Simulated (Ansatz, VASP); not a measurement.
## Au: 3 runs at one level of theory

```
CELL_PARAMETERS angstrom
0.00000 2.03500 2.03500
2.03500 0.00000 2.03500
2.03500 2.03500 0.00000
ATOMIC_POSITIONS crystal
Au 0.00000 0.00000 0.00000
```

Alike in all runs: task band structure; functional PBE; k mesh 8 × 8 × 8; occupations fermi-dirac, width 0.05 eV; spin-orbit coupling, no magnetisation; with spin-orbit coupling. Pressure is positive in compression and, in plane waves, holds the error of the finite cutoff, which Ansatz's Pulay term estimates and takes out.

| program and potentials | plane-wave cutoff (eV) | notes | pressure (GPa) |
| --- | --- | --- | --- |
| Ansatz, Ansatz PAW | 420 | 19 valence electrons an atom on average; Pulay term of +0.06 GPa included | 10.45 |
| Ansatz, all-electron LAPW, relativistic spinors | - | - | 10.43 |
| VASP, PBE PAW files Au, 520 eV | 520 | 11 valence electrons an atom on average | 10.43 |

The pressure spans 10.43 (Ansatz, all-electron LAPW, relativistic spinors) to 10.45 GPa (Ansatz, Ansatz PAW), with all-electron results at 10.43. The cell lies far from this level's equilibrium.

The functional is the same throughout but for its coding, so the spread measures potentials, basis and numerics; runs on potential files found faulty are left out.
